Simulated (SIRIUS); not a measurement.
Runs of SIRIUS 7.10.0 on Zn. The structure is hexagonal, space group P6_3/mmc (No. 194). The conventional cell has a = 2.670 Å, b = 2.670 Å, c = 4.966 Å, α = 90.00°, β = 90.00°, γ = 120.00°. Zn (site symmetry -6m2) is surrounded by 12 Zn at 2.67 to 2.92 Å. 

```tsv
level	potentials or basis	k mesh	gap on the mesh (eV)	pressure (GPa)
RPBE	PseudoDojo 0.4.1 PBE standard (scalar relativistic)	8 × 8 × 4	none	(a)
PBEsol	PseudoDojo 0.4.1 PBEsol standard (scalar relativistic)	11 × 11 × 6	none	-5.8
SOGGA	PseudoDojo 0.4.1 PBE standard (scalar relativistic)	8 × 8 × 4	none	-7.0
PBEsol	PseudoDojo 0.4.1 PBE standard (scalar relativistic)	8 × 8 × 4	none	(b)
KT2	PseudoDojo 0.4.1 PBE standard (scalar relativistic)	8 × 8 × 4	none	-5.2
```

Alike in all rows: task single point; no spin polarisation; cell as given; cutoff (eV) 1152; smearing fermi-dirac 0.05 eV.

**Question.** Fill in the values left out.

**Answer.** (a) 3.2; (b) -6.0.

Caveats: the potentials were made for another functional, which shifts forces and pressure (some runs).

A gap of «none» marks a metal or a gap under the smearing width.

Runs at the PBE level aren't shown here.
